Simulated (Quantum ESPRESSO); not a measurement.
# Rh (Fm-3m) in Quantum ESPRESSO: convergence with k mesh

Aim: find how far k mesh must go before the results for Rh settle, at LDA. This setting moves, with any that are tied to it; all else stays.

Everything below comes from runs of Quantum ESPRESSO 7.5. Logs are shortened: lines on timing, memory, paths and dates and some standing lists are left out, and cuts for length are marked.

### Step 1. The structure

The structure is cubic, space group Fm-3m (No. 225). The conventional cell has a = 3.796 Å, b = 3.796 Å, c = 3.796 Å, α = 90.00°, β = 90.00°, γ = 90.00°. Rh (site symmetry m-3m) has 12 Rh at 2.68 Å as nearest neighbours.

### Step 2. With k mesh 2 × 2 × 2

The input, pw.in:

```
&CONTROL
  calculation = 'scf'
  prefix = 'pwscf'
  outdir = './tmp'
  pseudo_dir = './pseudo'
  tprnfor = .true.
  tstress = .true.
  disk_io = 'nowf'
/
&SYSTEM
  ibrav = 0
  nat = 1
  ntyp = 1
  ecutwfc = 36
  ecutrho = 216
  nbnd = 15
  occupations = 'smearing'
  smearing = 'fd'
  degauss = 0.00734986
/
&ELECTRONS
  conv_thr = 2d-10
  electron_maxstep = 120
  mixing_beta = 0.5
/
ATOMIC_SPECIES
Rh   102.9055 Rh.LDA_PW-JTH.UPF
CELL_PARAMETERS angstrom
   0.0000000000    1.8978500000    1.8978500000
   1.8978500000    0.0000000000    1.8978500000
   1.8978500000    1.8978500000    0.0000000000
ATOMIC_POSITIONS crystal
Rh     0.0000000000    0.0000000000    0.0000000000
K_POINTS automatic
2 2 2 0 0 0
```

Potentials or basis: JTH 2.0 LDA.

Launch:

```
OMP_NUM_THREADS=1 pw.x -in pw.in > pw.out
```

Wall time 1.6 s (1 thread of Arm Neoverse V1, shared host); peak memory 0.05 GiB.

What came out:

- Free energy: -6267.7286 eV
- Pressure: 49.8 GPa
- Band gap on the k mesh: none (metal or under the smearing width)

### Step 3. With k mesh 4 × 4 × 4

Edit pw.in of step 2 so:

```diff
@@ -34,2 +34,2 @@
 K_POINTS automatic
-2 2 2 0 0 0
+4 4 4 0 0 0
```

Potentials or basis: JTH 2.0 LDA.

Launch:

```
OMP_NUM_THREADS=1 pw.x -in pw.in > pw.out
```

It took 1.6 s on 1 thread of Arm Neoverse V1, shared host; peak memory 0.05 GiB.

Results:

| Item | Value |
| --- | --- |
| Free energy | -6271.8867 eV |
| Pressure | -16.9 GPa |
| Band gap on the k mesh | none (metal or under the smearing width) |

### Step 4. With k mesh 5 × 5 × 5

Edit pw.in of step 3 so:

```diff
@@ -34,2 +34,2 @@
 K_POINTS automatic
-4 4 4 0 0 0
+5 5 5 0 0 0
```

Launch:

```
OMP_NUM_THREADS=1 pw.x -in pw.in > pw.out
```

It took 1.6 s on 1 thread of Arm Neoverse V1, shared host; peak memory 0.05 GiB.

What came out:

```yaml
Free_energy: -6271.3308 eV
Pressure: -6.4 GPa
Band_gap_on_the_k_mesh: none (metal or under the smearing width)
```

### Step 5. With k mesh 7 × 7 × 7

Edit pw.in of step 4 so:

```diff
@@ -34,2 +34,2 @@
 K_POINTS automatic
-5 5 5 0 0 0
+7 7 7 0 0 0
```

Launch:

```
OMP_NUM_THREADS=1 pw.x -in pw.in > pw.out
```

It took 2.4 s on 1 thread of Arm Neoverse V1, shared host; peak memory 0.05 GiB.

Results:

```
Free energy            : -6271.5194 eV
Pressure               : -10.8 GPa
Band gap on the k mesh : none (metal or under the smearing width)
```

### Step 6. With k mesh 9 × 9 × 9

Edit pw.in of step 5 so:

```diff
@@ -34,2 +34,2 @@
 K_POINTS automatic
-7 7 7 0 0 0
+9 9 9 0 0 0
```

Potentials or basis: JTH 2.0 LDA.

Launch:

```
OMP_NUM_THREADS=1 pw.x -in pw.in > pw.out
```

Wall time 3 s (1 thread of Arm Neoverse V1, shared host); peak memory 0.05 GiB.

The run converged. Its results:

```
Free energy            : -6271.4554 eV
Pressure               : -9.4 GPa
Band gap on the k mesh : none (metal or under the smearing width)
```

### Step 7. With k mesh 11 × 11 × 11

Edit pw.in of step 6 so:

```diff
@@ -34,2 +34,2 @@
 K_POINTS automatic
-9 9 9 0 0 0
+11 11 11 0 0 0
```

Launch:

```
OMP_NUM_THREADS=1 pw.x -in pw.in > pw.out
```

Wall time 4.2 s (1 thread of Arm Neoverse V1, shared host); peak memory 0.05 GiB.

It converged, with:

* Free energy: -6271.4558 eV
* Pressure: -9.1 GPa
* Band gap on the k mesh: none (metal or under the smearing width)

### Step 8. With k mesh 12 × 12 × 12

Edit pw.in of step 7 so:

```diff
@@ -34,2 +34,2 @@
 K_POINTS automatic
-11 11 11 0 0 0
+12 12 12 0 0 0
```

Launch:

```
OMP_NUM_THREADS=1 pw.x -in pw.in > pw.out
```

It took 5.2 s on 1 thread of Arm Neoverse V1, shared host; peak memory 0.05 GiB.

Results (log left out):

- Free energy: -6271.4642 eV
- Pressure: -9.6 GPa
- Band gap on the k mesh: none (metal or under the smearing width)

### Step 9. With k mesh 14 × 14 × 14

Edit pw.in of step 8 so:

```diff
@@ -34,2 +34,2 @@
 K_POINTS automatic
-12 12 12 0 0 0
+14 14 14 0 0 0
```

Potentials or basis: JTH 2.0 LDA.

Launch:

```
OMP_NUM_THREADS=1 pw.x -in pw.in > pw.out
```

Run time: 7 s. Hardware: 1 thread of Arm Neoverse V1, shared host; peak memory 0.05 GiB.

It converged, with:

| Item | Value |
| --- | --- |
| Free energy | -6271.4619 eV |
| Pressure | -9.4 GPa |
| Band gap on the k mesh | none (metal or under the smearing width) |

### Step 10. With k mesh 17 × 17 × 17

Edit pw.in of step 9 so:

```diff
@@ -34,2 +34,2 @@
 K_POINTS automatic
-14 14 14 0 0 0
+17 17 17 0 0 0
```

Potentials or basis: JTH 2.0 LDA.

Launch:

```
OMP_NUM_THREADS=1 pw.x -in pw.in > pw.out
```

pw.out:

```text
This program is part of the open-source Quantum ESPRESSO suite
     for quantum simulation of materials; please cite
         "P. Giannozzi et al., J. Phys.:Condens. Matter 21 395502 (2009);
         "P. Giannozzi et al., J. Phys.:Condens. Matter 29 465901 (2017);
         "P. Giannozzi et al., J. Chem. Phys. 152 154105 (2020);
     in publications or presentations arising from this work. More details at

     file Rh.LDA_PW-JTH.UPF: wavefunction(s)  4P 0P 4D 0D renormalized
     Message from routine setup:
     using ibrav=0 with symmetry is DISCOURAGED, use correct ibrav instead

     G-vector sticks info
     --------------------
     sticks:   dense  smooth     PW     G-vecs:    dense   smooth      PW
     Sum         379     253     85                 4957     2733     537

     Using Slab Decomposition

     bravais-lattice index     =            0
     lattice parameter (alat)  =       5.0720  a.u.
     unit-cell volume          =      92.2597 (a.u.)^3
     number of atoms/cell      =            1
     number of atomic types    =            1
     number of electrons       =        17.00
     number of Kohn-Sham states=           15
     kinetic-energy cutoff     =      36.0000  Ry
     charge density cutoff     =     216.0000  Ry
     scf convergence threshold =      2.0E-10
     mixing beta               =       0.5000
     number of iterations used =            8  plain     mixing
     Exchange-correlation= SLA PW NOGX NOGC
                           (   1   4   0   0   0   0   0)

     celldm(1)=   5.071959  celldm(2)=   0.000000  celldm(3)=   0.000000
     celldm(4)=   0.000000  celldm(5)=   0.000000  celldm(6)=   0.000000

     crystal axes: (cart. coord. in units of alat)
               a(1) = (   0.000000   0.707107   0.707107 )
               a(2) = (   0.707107   0.000000   0.707107 )
               a(3) = (   0.707107   0.707107   0.000000 )

     reciprocal axes: (cart. coord. in units 2 pi/alat)
               b(1) = ( -0.707107  0.707107  0.707107 )
               b(2) = (  0.707107 -0.707107  0.707107 )
               b(3) = (  0.707107  0.707107 -0.707107 )

     PseudoPot. # 1 for Rh read from file:
     Rh.LDA_PW-JTH.UPF
     Pseudo is Projector augmented-wave + core cor, Zval = 17.0
     Generated using ATOMPAW code
     Shape of augmentation charge: SINC**2
     Using radial grid of 1082 points,  6 beta functions with:
                l(1) =   0
                l(2) =   0
                l(3) =   1
                l(4) =   1
                l(5) =   2
                l(6) =   2
     Q(r) pseudized with 0 coefficients

     atomic species   valence    mass     pseudopotential
     Rh               17.00   102.90550     Rh( 1.00)

     48 Sym. Ops., with inversion, found

   Cartesian axes

     site n.     atom                  positions (alat units)
         1        Rh     tau(   1) = (   0.0000000   0.0000000   0.0000000  )

     number of k points=   165  Fermi-Dirac smearing, width (Ry)=  0.0073

     Number of k-points >= 100: set verbosity='high' to print them.

     Dense  grid:     4957 G-vectors     FFT dimensions: (  24,  24,  24)

     Smooth grid:     2733 G-vectors     FFT dimensions: (  20,  20,  20)

     Initial potential from superposition of free atoms

     starting charge      16.9995, renormalised to      17.0000
     Starting wfcs are   18 randomized atomic wfcs

     Self-consistent Calculation

     iteration #  1     ecut=    36.00 Ry     beta= 0.50
     Davidson diagonalization with overlap
     ethr =  1.00E-02,  avg # of iterations =  7.2

     Threshold (ethr) on eigenvalues was too large:
     Diagonalizing with lowered threshold

     Davidson diagonalization with overlap
     ethr =  7.88E-04,  avg # of iterations =  1.1

     total energy              =    -460.90469294 Ry
     estimated scf accuracy    <       0.13445251 Ry

     iteration #  2     ecut=    36.00 Ry     beta= 0.50
     Davidson diagonalization with overlap
     ethr =  7.91E-04,  avg # of iterations =  2.0

     total energy              =    -460.94149423 Ry
     estimated scf accuracy    <       0.00892814 Ry

     iteration #  3     ecut=    36.00 Ry     beta= 0.50
     Davidson diagonalization with overlap
     c_bands:  1 eigenvalues not converged
     ethr =  5.25E-05,  avg # of iterations =  4.7

     total energy              =    -460.94400035 Ry
     estimated scf accuracy    <       0.00034165 Ry

     iteration #  4     ecut=    36.00 Ry     beta= 0.50
     Davidson diagonalization with overlap
     c_bands:  1 eigenvalues not converged
     c_bands:  1 eigenvalues not converged
     ethr =  2.01E-06,  avg # of iterations =  7.0

     total energy              =    -460.94405011 Ry
     estimated scf accuracy    <       0.00001063 Ry

     iteration #  5     ecut=    36.00 Ry     beta= 0.50
     Davidson diagonalization with overlap
     ethr =  6.25E-08,  avg # of iterations =  2.9

     total energy              =    -460.94405586 Ry
     estimated scf accuracy    <       0.00000047 Ry

     iteration #  6     ecut=    36.00 Ry     beta= 0.50
     Davidson diagonalization with overlap
     ethr =  2.75E-09,  avg # of iterations =  2.4

     total energy              =    -460.94405615 Ry
     estimated scf accuracy    <       0.00000003 Ry

     iteration #  7     ecut=    36.00 Ry     beta= 0.50
     Davidson diagonalization with overlap
     ethr =  2.01E-10,  avg # of iterations =  2.7

     total energy              =    -460.94405616 Ry
     estimated scf accuracy    <          1.1E-09 Ry

     iteration #  8     ecut=    36.00 Ry     beta= 0.50
     Davidson diagonalization with overlap
     ethr =  6.32E-12,  avg # of iterations =  4.1

     End of self-consistent calculation

     Number of k-points >= 100: set verbosity='high' to print the bands.

     the Fermi energy is    22.7167 ev

!    total energy              =    -460.94405616 Ry
     total all-electron energy =      -460.944056 Ry
     estimated scf accuracy    <          5.3E-12 Ry
     smearing contrib. (-TS)   =      -0.00308408 Ry
     internal energy E=F+TS    =    -460.94097208 Ry

     The total energy is F=E-TS. E is the sum of the following terms:
     one-electron contribution =     -46.75892652 Ry
     hartree contribution      =      37.16518886 Ry
     xc contribution           =     -22.03270240 Ry
     ewald contribution        =    -184.72827354 Ry
     one-center paw contrib.   =    -244.58625848 Ry

     convergence has been achieved in   8 iterations

     Forces acting on atoms (cartesian axes, Ry/au):

     atom    1 type  1   force =     0.00000000    0.00000000    0.00000000

     Total force =     0.000000     Total SCF correction =     0.000000

     Computing stress (Cartesian axis) and pressure

          total   stress  (Ry/bohr**3)                   (kbar)     P=      -94.81
  -0.00064453  -0.00000000   0.00000000          -94.81       -0.00        0.00
  -0.00000000  -0.00064453   0.00000000           -0.00      -94.81        0.00
   0.00000000   0.00000000  -0.00064453            0.00        0.00      -94.81

=------------------------------------------------------------------------------=
   JOB DONE.
=------------------------------------------------------------------------------=
```

It took 10 s on 1 thread of Arm Neoverse V1, shared host; peak memory 0.05 GiB.

Results:

- Free energy: -6271.4634 eV
- Pressure: -9.5 GPa
- Band gap on the k mesh: none (metal or under the smearing width)

### Step 11. Result

| k mesh | energy less the tightest run, at zero smearing (meV/atom) | pressure (GPa) | SCF cycles | CPU time (s) | peak memory (GiB) |
| --- | --- | --- | --- | --- | --- |
| 2 × 2 × 2 | 3832.21 | 49.85 | 13 | 1.6 | 0.05 |
| 4 × 4 × 4 | -441.51 | -16.93 | 9 | 1.6 | 0.05 |
| 5 × 5 × 5 | 153.81 | -6.42 | 8 | 1.6 | 0.05 |
| 7 × 7 × 7 | -60.78 | -10.83 | 9 | 2.4 | 0.05 |
| 9 × 9 × 9 | 6.98 | -9.44 | 8 | 3 | 0.05 |
| 11 × 11 × 11 | 9.98 | -9.13 | 8 | 4.2 | 0.05 |
| 12 × 12 × 12 | -2.21 | -9.62 | 8 | 5.2 | 0.05 |
| 14 × 14 × 14 | 1.60 | -9.43 | 8 | 7 | 0.05 |
| 17 × 17 × 17 | 0.00 | -9.48 | 8 | 10 | 0.05 |

Against the tightest run, the pressure stays within 0.1 GPa from 14 × 14 × 14 on. Not settled before the last step: the energy (to 1 meV/atom). Meshes of other sizes hit other points, so gaps and Fermi surfaces needn't settle smoothly. The tightest run that finished is the yardstick and may itself not be fully converged.

Caveats: the cutoff is low for these files, which shifts pressure and relaxed volume.
